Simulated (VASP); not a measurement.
# SnSe2 (P-3m1) in VASP: a series of runs

One crystal, SnSe2, is run at these levels: r2SCAN+rVV10; tasks: relaxation of cell and atoms.

All numbers are computed with VASP 6.6.1; they aren't measurements. Logs are shortened: lines on timing, memory, paths and dates and some standing lists are left out, and cuts for length are marked.

**1. The crystal as given**

Symmetry: P-3m1, No. 164, trigonal system. Conventional cell: a = 3.809 Å, b = 3.809 Å, c = 6.142 Å, α = 90.00°, β = 90.00°, γ = 120.00°. Around Sn (site symmetry -3m) lie 6 Se at 2.68 Å. Se (site symmetry 3m) has 3 Sn at 2.68 Å as nearest neighbours.

The cell was built by a generator and needn't be a form met in nature.

**2. Relaxation of cell and atoms, r2SCAN+rVV10**

File INCAR:

```
SYSTEM = SnSe2
  PREC = Accurate
  ENCUT = 600
  EDIFF = 1E-6
  ISMEAR = 0
  SIGMA = 0.03
  LREAL = .FALSE.
  LASPH = .TRUE.
  NELM = 80
  ALGO = Normal
  ISIF = 3
  LWAVE = .FALSE.
  LCHARG = .FALSE.
  METAGGA = R2SCAN
  LMIXTAU = .TRUE.
  LUSE_VDW = .TRUE.
  IVDW_NL = 2
  BPARAM = 11.95
  CPARAM = 0.0093
  IBRION = 2
  NSW = 90
  EDIFFG = -0.01
```

File KPOINTS:

```
Automatic mesh
0
G
  9 9 5
  0 0 0
```

File POSCAR:

```
SnSe2
1.0
    3.8090651400      0.0000000000      0.0000000000
   -1.9045325700      3.2987471800      0.0000000000
    0.0000000000      0.0000000000      6.1422352900
Sn Se
1 2
Direct
    0.0000000000      0.0000000000      0.0000000000
    0.3333333300      0.6666666700      0.2500000000
    0.6666666700      0.3333333300      0.7500000000
```

Potentials or basis: VASP PAW PBE potentials, release 64 (Sn_d, Se).

On the command line:

```console
$ cat potpaw_PBE.64/Sn_d/POTCAR potpaw_PBE.64/Se/POTCAR > POTCAR
$ mpirun -np 1 vasp_std > vasp.out
```

OUTCAR:

```text
SYSTEM = SnSe2
   PREC = Accurate
   ENCUT = 600
   EDIFF = 1E-6
   ISMEAR = 0
   LREAL = .FALSE.
   LASPH = .TRUE.
   NELM = 80
   ISIF = 3
   METAGGA = R2SCAN
   IVDW_NL = 2
   BPARAM = 11.95
   IBRION = 2
   NSW = 90
   EDIFFG = -0.01

 ion  position               nearest neighbor table
   1  0.000  0.000  0.000-   2 2.68   3 2.68   3 2.68   2 2.68   3 2.68   2 2.68
   2  0.333  0.667  0.250-   1 2.68   1 2.68   1 2.68
   3  0.667  0.333  0.750-   1 2.68   1 2.68   1 2.68

  LATTYP: Found a hexagonal cell.
 ALAT       =     3.8090651400
 C/A-ratio  =     1.6125309136

  Lattice vectors:

 A1 = (   3.8090651400,   0.0000000000,   0.0000000000)
 A2 = (  -1.9045325700,   3.2987471800,   0.0000000000)
 A3 = (   0.0000000000,   0.0000000000,   6.1422352900)

Analysis of symmetry for initial positions (statically):
=====================================================================
 Subroutine PRICEL returns:
 Original cell was already a primitive cell.

 Routine SETGRP: Setting up the symmetry group for a
 hexagonal supercell.

 Subroutine GETGRP returns: Found 12 space group operations
 (whereof 12 operations were pure point group operations)
 out of a pool of 24 trial point group operations.

The static configuration has the point symmetry D_3d.

Analysis of symmetry for dynamics (positions and initial velocities):
=====================================================================
 Subroutine PRICEL returns:
 Original cell was already a primitive cell.

 Routine SETGRP: Setting up the symmetry group for a
 hexagonal supercell.

 Subroutine GETGRP returns: Found 12 space group operations
 (whereof 12 operations were pure point group operations)
 out of a pool of 24 trial point group operations.

The dynamic configuration has the point symmetry D_3d.

 Subroutine INISYM returns: Found 12 space group operations
 (whereof 12 operations are pure point group operations),
 and found     1 'primitive' translations

----------------------------------------------------------------------------------------

                                     Primitive cell

  volume of cell :      77.1781

  direct lattice vectors                    reciprocal lattice vectors
     3.809065140  0.000000000  0.000000000     0.262531609  0.151572695  0.000000000
    -1.904532570  3.298747180  0.000000000     0.000000000  0.303145390  0.000000000
     0.000000000  0.000000000  6.142235290     0.000000000  0.000000000  0.162807179

  length of vectors
     3.809065140  3.809065144  6.142235290     0.303145390  0.303145390  0.162807179

  position of ions in fractional coordinates (direct lattice)
     0.000000000  0.000000000  0.000000000
     0.333333330  0.666666670  0.250000000
     0.666666670  0.333333330  0.750000000

  ion indices of the primitive-cell ions
   primitive index   ion index
                 1           1
                 2           2
                 3           3

----------------------------------------------------------------------------------------

 KPOINTS: Automatic mesh

Automatic generation of k-mesh.
 Grid dimensions read from file:
 generate k-points for:    9    9    5

 Generating k-lattice:

  Cartesian coordinates                     Fractional coordinates (reciprocal lattice)
     0.029170179  0.016841411  0.000000000     0.111111111 -0.000000000  0.000000000
     0.000000000  0.033682821  0.000000000     0.000000000  0.111111111  0.000000000
     0.000000000  0.000000000  0.032561436     0.000000000  0.000000000  0.200000000

  Length of vectors
     0.033682821  0.033682821  0.032561436

  Shift w.r.t. Gamma in fractional coordinates (k-lattice)
     0.000000000  0.000000000  0.000000000

 Subroutine IBZKPT returns following result:
 ===========================================

 Found     50 irreducible k-points:

 Following reciprocal coordinates:
            Coordinates               Weight
  0.000000  0.000000  0.000000      1.000000
  0.111111  0.000000  0.000000      6.000000
  0.222222  0.000000  0.000000      6.000000
  0.333333  0.000000  0.000000      6.000000
  0.444444  0.000000  0.000000      6.000000
  0.111111  0.111111  0.000000      6.000000
[... 16 lines left out ...]
  0.222222  0.111111  0.200000     12.000000
 -0.111111  0.333333  0.200000     12.000000
 [... further k-points ...]
   k-points           NKPTS =     50   k-points in BZ     NKDIM =     50   number of bands    NBANDS=     17
   number of dos      NEDOS =    301   number of ions     NIONS =      3
   total plane-waves  NPLWV =  45000
   dimension x,y,z NGX =    30 NGY =   30 NGZ =   50
   dimension x,y,z NGXF=    60 NGYF=   60 NGZF=  100
   ions per type =               1   2
   NGX,Y,Z   is equivalent  to a cutoff of  13.09, 13.09, 13.53 a.u.
   NGXF,Y,Z  is equivalent  to a cutoff of  26.19, 26.19, 27.07 a.u.
 SYSTEM =  SnSe2
   PREC   = accura    normal or accurate (medium, high low for compatibility)
   ISTART =      0    job   : 0-new  1-cont  2-samecut
   ICHARG =      2    charge: 1-file 2-atom 10-const
   ISPIN  =      1    spin polarized calculation?
   LNONCOLLINEAR =      F non collinear calculations
   LSORBIT =      F    spin-orbit coupling
   LASPH  =      T    aspherical Exc in radial PAW
   ENCUT  =  600.0 eV  44.10 Ry    6.64 a.u.   7.61  7.61 12.27*2*pi/ulx,y,z
   NELM   =     80;   NELMIN=  2; NELMDL= -5     # of ELM steps
   EDIFF  = 0.1E-05   stopping-criterion for ELM
   LREAL  =      F    real-space projection
   EDIFFG = -.1E-01   stopping-criterion for IOM
   NSW    =     90    number of steps for IOM
   IBRION =      2    ionic relax: 0-MD 1-quasi-New 2-CG
   NFREE  =      1    steps in history (QN), initial steepest desc. (CG)
   ISIF   =      3    stress and relaxation
   ISYM   =      2    0-nonsym 1-usesym 2-fastsym
   POTIM  = 0.5000    time-step for ionic-motion
   TEBEG  =    0.0;   TEEND  =   0.0 temperature during run
   PSTRESS=    0.0 pullay stress
   NELECT =      26.0000    total number of electrons
   NUPDOWN=      -1.0000    fix difference up-down
   EMIN   =  10.00;   EMAX   =-10.00  energy-range for DOS
   EFERMI =   0.00;   METHOD = LEGACY
   ISMEAR =     0;   SIGMA  =   0.03  broadening in eV -4-tet -1-fermi 0-gaus
   EFERMI_NEDOS =   21; number of points for ismear=-14 and -15
   IALGO  =     38    algorithm
   IMIX   =      4    mixing-type and parameters
     AMIX     =   0.40;   BMIX     =  1.00
     AMIX_MAG =   1.60;   BMIX_MAG =  1.00
  volume/ion in A,a.u.               =      25.73       173.61
  Fermi-wavevector in a.u.,A,eV,Ry     =   1.139116  2.152617 17.654722  1.297585
  Thomas-Fermi vector in A             =   2.275820
   LORBIT       =      0    0 simple, 1 ext, 2 COOP (PROOUT), +10 PAW based schemes
   METAGGA = R2SCAN    functional components
   LHFCALC =     F    Hartree Fock is set to
   AEXX    =    0.0000 exact exchange contribution
   IVDW_NL    =     2    kernel type
   BPARAM     =11.9500
   IVDW    =     0    specifies the selected vdW correction
   LEPSILON=     F    determine dielectric tensor
   LRPA    =     F    only Hartree local field effects (RPA)
 conjugate gradient relaxation of ions
 non-spin polarized calculation
 Gauss-broadening in eV      SIGMA  =   0.03
  energy-cutoff  :      600.00
  volume of cell :       77.18
 maximum number of plane-waves:      2603
   NGX = 15   NGY = 15   NGZ = 25

--------------------------------------- Ionic step        1  -------------------------------------------

 number of electron      25.9999991 magnetization

 Free energy of the ion-electron system (eV)
  ---------------------------------------------------
  ext. energy  EPLUGINS =         0.00000000
  ---------------------------------------------------
  free energy    TOTEN  =       -53.95169975 eV

  energy without entropy =      -53.95169975  energy(sigma->0) =      -53.95169975

 E-fermi :   4.0968     XC(G=0): -10.0716

 val. band max:        3.8822844739   @ k =   0.1111   0.1111   0.0000
 cond. band min:       4.9038756977   @ k =   0.0000   0.4444   0.4000
 fundamental gap:      1.0215912238
 Fermi energy:         4.0967966897

 k-point     1 :       0.0000    0.0000    0.0000
  band No.  band energies     occupation
      1     -18.0278      2.00000
      2     -18.0278      2.00000
      3     -17.9666      2.00000
      4     -17.9555      2.00000
      5     -17.9555      2.00000
      6     -10.6265      2.00000
[... 9 lines left out ...]
     16       8.9212      0.00000
     17       8.9212      0.00000
[... 441 lines left out ...]
 k-point    24 :      -0.1111    0.3333    0.2000
  band No.  band energies     occupation
      1     -18.0662      2.00000
      2     -18.0160      2.00000
      3     -17.9671      2.00000
      4     -17.9510      2.00000
      5     -17.9376      2.00000
      6      -9.7287      2.00000
[... 9 lines left out ...]
     16       9.5032      0.00000
     17      11.0039      0.00000

 [... further k-points ...]
[... 5 lines left out ...]
  --------------------------------------------------------------------------------------
  -------------------------------------------------------------------------------------
  Total        1.0804703      1.0804703      1.6731611      0.0000000      0.0000000      0.0000000
  in kB       22.4300126     22.4300127     34.7339718      0.0000000      0.0000000      0.0000000
  external PRESSURE =      26.5313324 kB  Pullay stress =       0.0000000 kB

 VOLUME and BASIS-vectors are now :
 -----------------------------------------------------------------------------
  energy-cutoff  :      600.00
  volume of cell :       77.18
      direct lattice vectors                 reciprocal lattice vectors
     3.809065140  0.000000000  0.000000000     0.262531609  0.151572695  0.000000000
    -1.904532570  3.298747180  0.000000000     0.000000000  0.303145390  0.000000000
     0.000000000  0.000000000  6.142235290     0.000000000  0.000000000  0.162807179
[... 149 lines left out ...]
 POSITION                                       TOTAL-FORCE (eV/Angst)
 -----------------------------------------------------------------------------------
      3.83381     -0.00000      0.00000         0.000000      0.000000      0.000000
     -0.00000      2.21345      1.57414        -0.000000      0.000000      0.024153
      1.91691      1.10673      4.66292         0.000000     -0.000000     -0.024153
 -----------------------------------------------------------------------------------
    total drift:                               -0.000000     -0.000000      0.000000

  FREE ENERGIE OF THE ION-ELECTRON SYSTEM (eV)
  ---------------------------------------------------
  free  energy   TOTEN  =       -53.9790133103 eV

  energy  without entropy=      -53.9790133103  energy(sigma->0) =      -53.97901331

--------------------------------------- Ionic step        6  -------------------------------------------

 number of electron      26.0000000 magnetization

 Free energy of the ion-electron system (eV)
  ---------------------------------------------------
  ext. energy  EPLUGINS =         0.00000000
  ---------------------------------------------------
  free energy    TOTEN  =       -53.97913414 eV

  energy without entropy =      -53.97913414  energy(sigma->0) =      -53.97913414

 E-fermi :   3.6876     XC(G=0):  -9.9549

 val. band max:        3.5637184872   @ k =   0.1111   0.1111   0.0000
 cond. band min:       4.5086066822   @ k =   0.0000   0.4444   0.4000
 fundamental gap:      0.9448881950
 Fermi energy:         3.6876135306

 k-point     1 :       0.0000    0.0000    0.0000
  band No.  band energies     occupation
      1     -18.2723      2.00000
      2     -18.2723      2.00000
      3     -18.2159      2.00000
      4     -18.2085      2.00000
      5     -18.2085      2.00000
      6     -10.6683      2.00000
[... 9 lines left out ...]
     16       8.6237      0.00000
     17       8.6237      0.00000
[... 441 lines left out ...]
 k-point    24 :      -0.1111    0.3333    0.2000
  band No.  band energies     occupation
      1     -18.3046      2.00000
      2     -18.2598      2.00000
      3     -18.2198      2.00000
      4     -18.2041      2.00000
      5     -18.1915      2.00000
      6      -9.8094      2.00000
[... 9 lines left out ...]
     16       9.1242      0.00000
     17      10.4784      0.00000

 [... further k-points ...]
[... 5 lines left out ...]
  --------------------------------------------------------------------------------------
  -------------------------------------------------------------------------------------
  Total        0.0139136      0.0139136      0.0087675     -0.0000000      0.0000000      0.0000000
  in kB        0.2811487      0.2811487      0.1771637     -0.0000000      0.0000000      0.0000000
  external PRESSURE =       0.2464870 kB  Pullay stress =       0.0000000 kB

 VOLUME and BASIS-vectors are now :
 -----------------------------------------------------------------------------
  energy-cutoff  :      600.00
  volume of cell :       79.29
      direct lattice vectors                 reciprocal lattice vectors
     3.829085753 -0.000000000  0.000000000     0.261158946  0.150780188  0.000000000
    -1.914542876  3.316085539 -0.000000000     0.000000000  0.301560375 -0.000000000
    -0.000000000  0.000000000  6.244423950    -0.000000000  0.000000000  0.160142874

 POSITION                                       TOTAL-FORCE (eV/Angst)
 -----------------------------------------------------------------------------------
     -0.00000      0.00000     -0.00000        -0.000000      0.000000      0.000000
     -0.00000      2.21072      1.57734        -0.000000      0.000000      0.007039
      1.91454      1.10536      4.66708         0.000000     -0.000000     -0.007039
 -----------------------------------------------------------------------------------
    total drift:                               -0.000000     -0.000000      0.000000

  FREE ENERGIE OF THE ION-ELECTRON SYSTEM (eV)
  ---------------------------------------------------
  free  energy   TOTEN  =       -53.9791341376 eV

  energy  without entropy=      -53.9791341376  energy(sigma->0) =      -53.97913414

 reached required accuracy - stopping structural energy minimisation
```

Run time: 19 min. Hardware: 1 thread of Intel Xeon Platinum 8488C (Sapphire Rapids), shared host; peak memory 0.44 GiB.

What came out:

| Item | Value |
| --- | --- |
| Free energy | -53.9791 eV |
| Relaxed volume | 26.43 Å³/atom |
| Relaxed cell | a = 3.829 Å, b = 3.829 Å, c = 6.244 Å, α = 90.00°, β = 90.00°, γ = 120.00° |
| Space group after relaxing (to 0.05 Å) | P-3m1 (No. 164) |
| Energy gained by relaxing | 9.1 meV/atom |
| Ionic steps | 6 |
| Pressure after relaxing | 0.0 GPa |
| Largest force after relaxing | 0.007 eV/Å |
| Band gap on the k mesh | 0.94 eV, indirect (least direct gap 1.49 eV) |

Forces on the atoms (eV/Å):
```
Sn   0.000  0.000  0.000
Se   0.000  0.000  0.007
Se   0.000  0.000 -0.007
```

The path:
```csv
step,energy change (eV),largest force (eV/Å),pressure (GPa),volume (Å³)
1,0.0000,0.5023,2.65,77.18
2,-0.0031,0.3444,-2.44,82.03
3,-0.0265,0.0455,-0.15,79.62
4,-0.0265,0.0540,-0.10,79.57
5,-0.0273,0.0242,-0.02,79.39
6,-0.0274,0.0070,0.02,79.29
```

Final structure:
```
Sn Se
1.0
     3.82909    0.00000    0.00000
    -1.91454    3.31609    0.00000
     0.00000    0.00000    6.24442
Sn Se
1 2
Direct
  0.00000 0.00000 0.00000
  0.33333 0.66667 0.25260
  0.66667 0.33333 0.74740
```

Levels at points of the mesh, in eV from the valence-band top:
| k point | band 10 | band 11 | band 12 | band 13 | band 14 | band 15 | band 16 | band 17 |
| --- | --- | --- | --- | --- | --- | --- | --- | --- |
| (0.00, 0.00, 0.00) | -0.57 | -0.28 | -0.28 | -0.10 | 1.41 | 3.56 | 5.06 | 5.06 |

Caveat: the PAW data sets were made with another functional, which shifts forces and pressure a little; spin-orbit coupling is left out, which moves the levels of the heavy elements; an odd mesh through Γ misses points on the zone boundary, where band edges often lie.

(Part 1 of 2 ends here.)
